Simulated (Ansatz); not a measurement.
The cell is the one relaxed in the Materials Project (mp-66), not relaxed further here; entries there can be hypothetical. The listed cell was then made from it by scaling, straining or moving an atom.

C: DFT, r2SCAN, PAW with Ansatz's default frozen-core files, scalar-relativistic (Ansatz 0.2.0). What sets it apart from a plain run of this crystal: equal xy, yz and zx engineering shear strains of +1.5 %.

```yaml
crystal:
  lattice:
    - [0.0267055883, 1.7937253487, 1.7937253487]
    - [1.7937253487, 0.0267055883, 1.7937253487]
    - [1.7937253487, 1.7937253487, 0.0267055883]
  atoms:
    - { symbol: C, position: [0.0, 0.0, 0.0] }
    - { symbol: C, position: [0.25, 0.25, 0.25] }
kpoints:
  mp_grid: { grid: [14, 14, 14] }
scf:
  occupations: { method: fermi_dirac, width: 0.03 }
hamiltonian:
  xc: r2scan
  pseudopotentials: { kind: paw }
output:
  forces: true
  stress: true
  eigenvalues: true
  efg: { contact_densities: true }
```

Output (standing set-up lines are left out):

```
Crystal: 2 atoms, lattice volume = 11.285 Å³
Basis set: ecut = 500 eV, 289 PW (Γ), exchange–correlation on 80×80×80 points (64 copies of the dense FFT grid, shifted against one another)
Symmetry: 12 space group operations
Space group: R-3m (ITA 166), of the structure as read, at distance tolerance 2.2e-5 Å
k-points: 288 of 2744
SCF iter   1: F=—  HF=-503.041538 eV  |F-HF|=—  |Δ(HF+E_count)|=         —  Δρ=8.87e-3  dr2=2.41e-3  dr2_τ=3.88e-1  ethr=1.77e-3  ⟨swp⟩=5.4  Hψ=15708  notcnv=0
preconditioner: auto → none  [insulator: Δε(μ)=4.275 eV  Ē_g=20.862 eV  σ=0.030 eV  W_gap=1.00  n_scr=0 (ndim 8)  ℏωp=31.3 eV  f_vac=0.000  D(μ)=0.00/eV (n_scr^D=0)  ε∞_Penn≈3.2]
SCF iter   2: F=—  HF=-503.097718 eV  |F-HF|=—  |Δ(HF+E_count)|=   5.62e-2  Δρ=5.59e-3  dr2=9.74e-4  dr2_τ=5.83e-5  ethr=3.01e-5  ⟨swp⟩=2.0  Hψ=6919  notcnv=0
SCF iter   3: F=—  HF=-503.097744 eV  |F-HF|=—  |Δ(HF+E_count)|=   2.58e-5  Δρ=1.82e-3  dr2=1.11e-4  dr2_τ=1.58e-5  ethr=1.22e-5  ⟨swp⟩=2.6  Hψ=3537  notcnv=0
SCF iter   4: F=—  HF=-503.097775 eV  |F-HF|=—  |Δ(HF+E_count)|=   3.15e-5  Δρ=3.58e-4  dr2=4.30e-6  dr2_τ=2.83e-7  ethr=1.38e-6  ⟨swp⟩=1.5  Hψ=2743  notcnv=0
SCF iter   5: F=—  HF=-503.097777 eV  |F-HF|=—  |Δ(HF+E_count)|=   1.82e-6  Δρ=8.31e-5  dr2=2.34e-7  dr2_τ=2.55e-8  ethr=5.37e-8  ⟨swp⟩=1.5  Hψ=2708  notcnv=0
SCF iter   6: F=-503.097777 eV  HF=-503.097777 eV  |F-HF|=3.93e-10  |Δ(HF+E_count)|=   1.39e-7  Δρ=3.92e-6  dr2=5.03e-10  dr2_τ=7.09e-11  ethr=1.25e-9  ⟨swp⟩=5.2  Hψ=11568  notcnv=0
SCF 1 converged in 6 iterations: F = -503.097777 eV  dr2 = 5.03e-10
  greatest PAW one-centre occupation: 0.659 electrons in one spin orbital (limit 2), on the C atom at site 1 (counted from 0), in its partial waves of l = 0
SCF converged after 6 iterations
Free energy (F): -503.097777 eV
Harris-Foulkes:  -503.097777 eV  (|F-HF|=3.93e-10)
Internal energy: -503.097777 eV  (E = F + TS)
E sigma→0 (E₀):  -503.097777 eV
Fermi energy:    15.543074 eV
--- Per-component energies (eV) ---
  E_band       = 30.757329
  E_kinetic    = 184.526471
  E_local      = -120.857453  (includes V_loc(G=0)·N_el)
  E_nonlocal   = 52.594508
  E_hartree    = 26.639876
  E_xc         = -95.959903
  E_vxc        = -132.606787  (∫ρ·V_xc dr)
  E_paw        = -201.468979  (= ΣΔE_a)
  E_vpaw       = -13.176558  (= ΣTr[D̂ρ^β])
  E_aug_tail   = 0.000009  (compensation charges beyond the density's cutoff)
  E_vtau       = 6.997436  (kinetic-family band-sum trace: ∫τ·v_τ [+ j·A + Jᵃ·Aᵃ] dr)
  E_ewald      = -348.522757
  E_core_change = -0.049547  (= ΣΔE_core)
  E_smearing   = -0.000000  (= −TS)
  E_closure    = -0.000000  (closes the sum)
  Σ components = -503.097777   (vs F -503.097777, Δ=0.00e0)
--- Forces (eV/Å), atoms counted from 1 ---
  atom   1  C      0.01547635     0.01547635     0.01547635
  atom   2  C     -0.01547635    -0.01547635    -0.01547635
  max |Σ_I F_I| component: 0.00e0 eV/Å
--- Stress (GPa, compression-positive) ---
        0.192027      -8.675655      -8.675655
       -8.675655       0.192027      -8.675655
       -8.675655      -8.675655       0.192027
  P = ⅓ Tr σ = 0.1920 GPa (1.920 kbar)
--- PAW observables at the nuclei: V_zz in 10²¹ V/m², potentials from the cell's mean, atoms counted from 1 ---
  atom   1  C  V_zz =    +0.316253   η = 0.0000   by run symmetry: allowed
            electrostatic potential = -419.010888 V   contact ρ = 864.139668 e/Å³
  atom   2  C  V_zz =    +0.316253   η = 0.0000   by run symmetry: allowed
            electrostatic potential = -419.010888 V   contact ρ = 864.139668 e/Å³
--- Band table (eV; the first three rows and the last of 288) ---
  k-point 0: bands = ["-9.3645", "13.3652", "13.3885", "13.3885", "18.7763", "19.5125", "19.5125", "27.3295"]
  k-point 1: bands = ["-9.2148", "12.4163", "13.0955", "13.1215", "19.1548", "19.8574", "20.0320", "27.4859"]
  k-point 2: bands = ["-8.7672", "10.2687", "12.4751", "12.4989", "19.9914", "20.6630", "20.9450", "27.9359"]
  k-point 287: bands = ["-3.7176", "-0.6741", "10.6096", "10.6096", "22.4545", "22.4545", "23.1213", "30.1727"]
```
